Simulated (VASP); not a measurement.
Here is a VASP 6.6.1 calculation.

POSCAR

```
C
1.0
    0.0000000000      1.7833700000      1.7833700000
    1.7833700000      0.0000000000      1.7833700000
    1.7833700000      1.7833700000      0.0000000000
C
2
Direct
    0.0000000000      0.0000000000      0.0000000000
    0.2500000000      0.2500000000      0.2500000000
```

INCAR.step1

```
  PREC = Accurate
  ENCUT = 520
  EDIFF = 1E-5
  ISMEAR = -1
  SIGMA = 0.02
  LREAL = False
  LASPH = True
  NELM = 100
  ALGO = Normal
  ISIF = 2
  LWAVE = True
  GGA = PE
  KPAR = 4
```

File INCAR.step2:

```
  PREC = Accurate
  ENCUT = 520
  EDIFF = 1E-6
  ISMEAR = -1
  SIGMA = 0.02
  LREAL = False
  LASPH = True
  NELM = 100
  ALGO = Normal
  ISIF = 2
  LWAVE = False
  LCHARG = True
  GGA = PE
  LHFCALC = True
  HFSCREEN = 0.2
  PRECFOCK = Fast
  LVHAR = True
  ISTART = 1
  KPAR = 4
```

File KPOINTS:

```
regular mesh
0
Gamma
  8 8 8
```

Potentials or basis: VASP PAW PBE potentials, release 64 (C).

Command:

```bash
$ cat potpaw_PBE.64/C/POTCAR > POTCAR
$ cp INCAR.step1 INCAR
$ mpirun -np 4 vasp_std > vasp.out
$ cp INCAR.step2 INCAR
$ mpirun -np 4 vasp_std > vasp.out
```

Predict the band gap on the k mesh.

5.30 eV, indirect (least direct gap 6.99 eV).

Predict the pressure.

-7.4 GPa.

Caveat: the PAW data sets were made with another functional, which shifts forces and pressure a little. A k mesh can miss the band edges.
